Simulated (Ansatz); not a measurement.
BaSnO3 under load (space group P4/mmm): band-edge transport data

```
BaSnO3
1.0
    4.09688     0.00000     0.00000
    0.00000     4.09688     0.00000
    0.00000     0.00000     4.13704
Ba Sn O
1 1 3
Direct
  0.50000   0.50000   0.50000
  0.00000   0.00000   0.00000
  0.00000   0.50000   0.00000
  0.50000   0.00000   0.00000
  0.00000   0.00000   0.50000
```

Method: PBEsol with spin-orbit coupling, rigid bands (plane waves, PAW; Ansatz, a quantum-chemistry and plane-wave program). Condition of this run: biaxial stress xx = yy = 2 GPa (compression positive) (the target of the relaxation). How the cell was made: cell and atoms relaxed with PBEsol, then loaded as said.

```json
{
 "band_gap": "0.96 eV",
 "electron conductivity mass (300 K, dilute)": "0.177 mₑ",
 "hole conductivity mass (300 K, dilute)": "1.73 (x), 1.73 (y), 2.3 (z) mₑ",
 "effective density of states N_c (300 K)": "1.8e18 cm⁻³",
 "effective density of states N_v (300 K)": "2.7e20 cm⁻³",
 "density_of_states_mass_electrons": "0.174 mₑ",
 "density_of_states_mass_holes": "4.8 mₑ",
 "Seebeck coefficient, n-type 1e19 cm⁻³, 300 K": "-103 μV/K",
 "best n-type power factor at 300 K for τ = 10 fs (best axis; densities from 1e16 to 1e21 cm⁻³ tried, whether or not they can be reached)": "1.63 μW/(cm·K²) at 1e19 cm⁻³",
 "Seebeck coefficient, p-type 1e19 cm⁻³, 300 K": "529 μV/K"
}
```

Rigid bands; masses and Seebeck coefficients take one relaxation time τ for all states and one kind of carrier; polarons and phonon drag are left out.
